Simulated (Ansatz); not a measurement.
This guess for Si₂C₃ is about to be relaxed.

```cif
data_structure
_symmetry_space_group_name_H-M 'R-3m:H'
_symmetry_Int_Tables_number 166
_cell_length_a 2.6902
_cell_length_b 2.6902
_cell_length_c 32.9480
_cell_angle_alpha 90.000
_cell_angle_beta 90.000
_cell_angle_gamma 120.000
_cell_volume 206.50
loop_
_atom_site_label
_atom_site_type_symbol
_atom_site_symmetry_multiplicity
_atom_site_Wyckoff_symbol
_atom_site_fract_x
_atom_site_fract_y
_atom_site_fract_z
_atom_site_occupancy
Si1 Si 6 c 0.33333 0.66667 0.76667 1
C1 C 6 c 0.00000 0.00000 0.70000 1
C2 C 3 b 0.66667 0.33333 0.83333 1
```

The calculation used DFT PBE, scalar-relativistic, plane waves, PAW in Ansatz 0.2.0. Cutoff 420 eV, Gaussian smearing, Γ-centred meshes. Cell and atoms relax first on a coarse mesh and then on a finer one. In between, the cell is made exact in the group found at 0.06 Å. In metals the finer mesh still leaves noise of several meV/atom or more. The steps can't lower the symmetry of their start. No spin polarisation in the relaxation; trial moments died out in a coarse test.

A guess keeps its type if space group and coordination stay and the shape of the cell changes little (axis ratios within about 15 %, angles within 6°); the volume may change.

Question: Will the relaxed cell still be of the starting type?

Answer: It doesn't keep its type. The symmetry stays R-3m (No. 166). The volume per atom grows by 0.8 %, from 13.8 to 13.9 Å³. The shortest distance goes from 2.69 Å (Si–C, C–C and Si–Si) to 1.51 Å (C–C). The ratio c/a of the conventional cell changes by a factor of 1.09. Counting neighbours within 15 % of an atom's shortest distance, the start has C 12, Si 12 and the end C 3/6, Si 3. In detail, at the end Si is surrounded by 3 C at 1.95 Å; C on a site of symmetry 3m has 3 C at 1.51 Å; C on a site of symmetry -3m has 6 Si at 1.95 Å.

```yaml
crystal:
  lattice:
    - [1.31180, 0.75737, 11.63544]
    - [-1.31180, 0.75737, 11.63544]
    - [0.00000, -1.51474, 11.63544]
  atoms:
    - { symbol: Si, position: [0.13146, 0.13146, 0.13146] }
    - { symbol: Si, position: [0.86854, 0.86854, 0.86854] }
    - { symbol: C, position: [0.66667, 0.66667, 0.66667] }
    - { symbol: C, position: [0.50000, 0.50000, 0.50000] }
    - { symbol: C, position: [0.33333, 0.33333, 0.33333] }
```

The last run used an 18×18×18 mesh for its 5-atom cell and Gaussian smearing of 0.10 eV. Weakly bound directions are ill-defined at this level, which has no dispersion term. A structure relaxed within its symmetry needn't be a true minimum. Another cell of Si2C3 relaxed alike, in P-6m2, lies 38 meV/atom lower, so this cell isn't the stable form at this level.

In counts of neighbours, a slash parts the counts of unlike sites.
